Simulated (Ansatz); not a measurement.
# Where the states of Mg$_{2}$Si lie

```
CELL_PARAMETERS angstrom
0.00000 3.19500 3.19500
3.19500 0.00000 3.19500
3.19500 3.19500 0.00000
ATOMIC_POSITIONS crystal
Mg 0.25000 0.25000 0.25000
Mg 0.75000 0.75000 0.75000
Si 0.00000 0.00000 0.00000
```

The cell comes from COD entry 9009039, which wasn't checked; take it as a given geometry. It differs from other determinations.

Level of theory: Ansatz 0.2.0, DFT, LDA, all-electron LAPW, scalar-relativistic.

Numerical set-up: a Γ-centred 11×11×11 k mesh, Fermi–Dirac smearing of 0.05 eV, basis error target 1 meV/atom, no spin polarisation.

Q: Which of the resolved shells contributes most in the top eV of the valence band?

A: Si 3p, with 90 % of all states there; Mg 3s follows with 2 %.

Q: Tabulate the density of states.

A: States per eV and cell, averaged over 0.4 eV, from -4.7 to 1.9 eV, with energies (bin centres) from the valence-band top; empty bins are left out. The partial columns, the largest 3 alone, are projections on Löwdin-orthogonalised atomic shells (those that the program's projection atoms carry: the occupied ones and, for some elements, an empty d or f shell; other empty shells have no column), summed over atoms of an element. Weights on diffuse s and p shells depend on that basis and aren't pure angular character.
```tsv
E (eV)	total	Si 3p	Mg 3s	Si 3s
-4.6	0.29	0.18	0.10	0.01
-4.2	1.60	0.97	0.54	0.06
-3.8	1.60	0.98	0.44	0.14
-3.4	1.00	0.63	0.24	0.10
-3.0	1.16	0.75	0.28	0.09
-2.6	1.14	0.78	0.23	0.08
-2.2	1.48	1.11	0.20	0.06
-1.8	1.93	1.56	0.14	0.05
-1.4	1.76	1.48	0.09	0.03
-1.0	1.67	1.46	0.05	0.02
-0.6	1.03	0.93	0.02	0.01
-0.2	0.32	0.30	0.00	0.00
0.2	0.05	0.00	0.01	0.00
0.6	0.40	0.01	0.15	0.01
1.0	0.84	0.06	0.31	0.02
1.4	1.46	0.12	0.56	0.08
1.8	2.21	0.23	0.78	0.15
```
